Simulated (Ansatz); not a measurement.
The system is Sb.

```xyz
1
Lattice="-1.8713 1.8713 1.8713 1.8713 -1.8713 1.8713 1.8713 1.8713 -1.8713" Properties=species:S:1:pos:R:3 pbc="T T T"
Sb    0.0000    0.0000    0.0000
```

This isn't the form of Sb at room conditions, which is rhombohedral.

Program: Ansatz 0.2.0. Alike in all runs: potentials or basis Ansatz PAW; cell as given; smearing fermi-dirac 0.05 eV; the mesh is coarse, so values aren't converged.

Q: Order these runs on this cell by their pressure, lowest first.
A. level HSE06; spin SOC, no magnetisation; k mesh 4 × 4 × 4; cutoff (eV) 420
B. level r2SCANh; spin off; k mesh 5 × 5 × 5; cutoff (eV) 500
C. level HSE06; spin off; k mesh 5 × 5 × 5; cutoff (eV) 420; points for each segment of the path 4
D. level B3LYP; spin off; k mesh 5 × 5 × 5; cutoff (eV) 420
E. level PBEsol0; spin off; k mesh 5 × 5 × 5; cutoff (eV) 420

A: E (-4.1 GPa), A (-2.4 GPa), C (-0.9 GPa), B (1.1 GPa), D (5.3 GPa).

Caveats: all runs use coarse meshes; the PAW data sets come from PBE, with cores solved anew for the run's functional, which leaves a small shift of forces and pressure; the thresholds are loose for stress.
